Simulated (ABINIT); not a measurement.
The system is C.

```
C
1.0
     0.00000    1.78337    1.78337
     1.78337    0.00000    1.78337
     1.78337    1.78337    0.00000
C
2
Direct
  0.75000 0.75000 0.75000
  0.50000 0.50000 0.50000
```

This isn't the form of C at room conditions, which is graphite.

Base run:

| Property | Result |
| --- | --- |
| Program | ABINIT 10.8.3 (patched build) |
| Functional | LDA |
| Potentials or basis | PseudoDojo NC SR LDA v0.4.1 standard |
| Cutoff | 1007 eV |
| k mesh | 10 × 10 × 10 |
| Occupations | fermi-dirac, width 0.05 eV |
| Spin | no spin polarisation |

Its results: band gap on the k mesh 4.18 eV, indirect (least direct gap 5.56 eV).

Task: The run is repeated on the same cell with these changes: potentials or basis from PseudoDojo NC SR LDA v0.4.1 standard to JTH PAW LDA v2.0; cutoff from 1007 eV to 408 eV. What comes out?

Result: Band gap on the k mesh 4.12 eV, indirect (least direct gap 5.54 eV).

Caveats: the atomic spheres overlap (some runs).

A k mesh can miss the band edges.
